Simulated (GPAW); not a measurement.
A run of GPAW 26.7.0 is set up as follows.

File run.py:

```python
from ase.dft.bandgap import bandgap
from ase.io import read, write
from gpaw import GPAW, PW
from gpaw.response.df import DielectricFunction

atoms = read('Pb.xyz')

calc = GPAW(mode=PW(400),
            xc='PBE',
            kpts={'size': (6, 6, 6), 'gamma': True},
            occupations={'name': 'fermi-dirac', 'width': 0.05},
            nbands=24,
            convergence={'density': 1e-06},
            maxiter=150,
            txt='gpaw.txt')
atoms.calc = calc
energy = atoms.get_potential_energy()
calc.write('gs.gpw')
write('result.traj', atoms)
print(f'Energy: {energy:.6f} eV')
print('Fermi level:', round(calc.get_fermi_level(), 4), 'eV')
print(f'Gap: {bandgap(calc)[0]:.4f} eV, direct: {bandgap(calc, direct=True)[0]:.4f} eV')

dense = calc.fixed_density(kpts={'size': (17, 17, 17), 'gamma': True},
                           nbands=40, convergence={'bands': 34, 'eigenstates': 1e-7},
                           update_fermi_level=True, txt='dense.txt')
dense.write('dense.gpw', mode='all')

df = DielectricFunction('dense.gpw', frequencies={'type': 'nonlinear', 'domega0': 0.05, 'omega2': 10},
                        eta=0.1, ecut=50, nbands=34, rate='eta', txt='df.txt')
for direction in ['x']:
    df.get_dielectric_function(xc='RPA', direction=direction, filename=f'df_{direction}.csv')
```

The input Pb.xyz:

```xyz
2
Lattice="0.0000000000 3.3687966822 3.3687966822 3.3687966822 0.0000000000 3.3687966822 3.3687966822 3.3687966822 0.0000000000" Properties=species:S:1:pos:R:3 pbc="T T T"
Pb     1.6843983411      1.6843983411      1.6843983411
Pb     0.0000000000      0.0000000000      0.0000000000
```

Potentials or basis: GPAW PAW data sets (gpaw-data 1.2.1), pw.

Command:

```sh
$ OMP_NUM_THREADS=1 python run.py
```

Task: What does it give for the band gap on the k mesh?

Result: None (metal or under the smearing width).

Dielectric function (mean over the directions given):
```tsv
energy (eV)	real part	imaginary part
0.25	-79.76	155.04
0.88	-2.51	18.83
1.54	2.41	11.34
2.18	5.34	11.74
2.79	1.56	18.17
3.43	-6.62	10.22
4.16	-4.24	7.41
4.79	-3.98	5.25
5.38	-3.46	3.10
6.07	-2.53	2.44
6.63	-1.68	2.07
7.29	-1.45	1.77
8.07	-1.14	1.47
8.71	-1.09	1.02
9.27	-0.90	0.76
9.96	-0.53	0.59
10.57	-0.26	0.55
11.20	-0.18	0.56
11.96	-0.13	0.37
12.53	0.03	0.25
13.24	0.21	0.26
13.85	0.33	0.21
14.48	0.39	0.25
15.13	0.46	0.24
15.94	0.50	0.16
16.64	0.66	0.12
17.36	0.76	0.22
18.12	0.73	0.33
18.90	0.68	0.27
19.87	0.79	0.25
```

Caveat: the intraband term hangs on this k mesh; the long-wavelength limit can be off by a per cent or two; independent-particle spectra lack excitons. Spin-orbit coupling is left out, which matters for the levels of Pb.
